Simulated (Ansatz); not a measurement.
# SnO2: the cost of one run

Program: Ansatz 0.2.0. Level of theory: DFT PBE, scalar-relativistic, plane waves, PAW. These are calculated values, not measurements.

3 further runs of the same task are left out: 3 set aside as unsound or not needed. Runs told in other sessions of the task aren't counted.

## Step 1: Starting point

It takes space group Pnnm (No. 58, orthorhombic). The conventional cell has a = 4.788 Å, b = 4.867 Å, c = 3.241 Å, α = 90.00°, β = 90.00°, γ = 90.00°. Sn (site symmetry 2/m) has 6 O at 2.09 to 2.10 Å in its first shell of neighbours. O (site symmetry m) is surrounded by 3 Sn at 2.09 to 2.10 Å.

As a file:

```cif
data_structure
_symmetry_space_group_name_H-M 'Pnnm'
_symmetry_Int_Tables_number 58
_cell_length_a 4.7880
_cell_length_b 4.8666
_cell_length_c 3.2409
_cell_angle_alpha 90.000
_cell_angle_beta 90.000
_cell_angle_gamma 90.000
_cell_volume 75.52
loop_
_atom_site_label
_atom_site_type_symbol
_atom_site_symmetry_multiplicity
_atom_site_Wyckoff_symbol
_atom_site_fract_x
_atom_site_fract_y
_atom_site_fract_z
_atom_site_occupancy
Sn1 Sn 2 a 0.50000 0.50000 0.50000 1
O1 O 4 g 0.29185 0.32104 0.00000 1
```

The structure comes from the Materials Project (structure only).

## Step 6: Plan of the scan

The energy is mapped over two normal modes frozen in (zone-centre modes of the cell shown).

First coordinate, amplitude of mode 4 (110 cm⁻¹), largest displacement: 7 values from −0.252 Å. Second coordinate, amplitude of mode 7 (220 cm⁻¹), largest displacement: 7 values from −0.178 Å.

Nothing else is relaxed (the cell and all other modes fixed). Energies count from the relaxed high-symmetry cell. Points are written as (first, second).

The patterns, per unit of each coordinate (Å):

```tsv
atom	x1	y1	z1	x2	y2	z2
Sn1	0.000	0.000	0.000	0.160	0.207	0.000
Sn2	0.000	0.000	0.000	-0.161	0.207	0.000
O3	0.707	-0.707	0.000	0.641	-0.768	0.000
O4	0.707	0.707	0.000	-0.640	-0.767	0.000
O5	-0.707	-0.707	0.000	-0.640	-0.767	0.000
O6	-0.707	0.707	0.000	0.641	-0.768	0.000
```

(The set-up runs are not shown.)

## Step 7: Grid point (0.252 Å, 0.178 Å)

input.yaml reads:

```yaml
crystal:
  lattice:
    - [4.8277932898, 0.0, 0.0]
    - [0.0, 4.8278069739, 0.0]
    - [0.0, 0.0, 3.2379014683]
  atoms:
    - { symbol: Sn, position: [0.5059145075, 0.5076213321, 0.5] }
    - { symbol: Sn, position: [-0.0059244324, 0.0076290438, 0.0] }
    - { symbol: O, position: [0.3671114941, 0.2414191225, 0.0] }
    - { symbol: O, position: [0.819893509, 0.2020032126, 0.5] }
    - { symbol: O, position: [0.1329253264, 0.7414498285, 0.5] }
    - { symbol: O, position: [0.6801433114, 0.7019725066, 0.0] }
basis:
  ecutwfc: 520.0
kpoints:
  mp_grid: { grid: [6, 6, 8] }
hamiltonian:
  xc: pbe
  pseudopotentials: { kind: paw, azcp: { folder: soft_1 } }
scf:
  occupations: { method: gaussian, width: 0.05 }
output:
  forces: true
  stress: true
  eigenvalues: true
  write_density: true
  write_potential: true
  elf: true
  volumetric_format: npy
```

Run with:

```bash
ansatz run input.yaml --threads 2 --pin off --max-ram 4096MiB --backend cpu --events-out ev --progress --plain --runs-dir out
```

What time and memory should one allow on 2 threads of Arm Neoverse N1, shared host?

About 41 s, with a peak of 0.48 GiB.
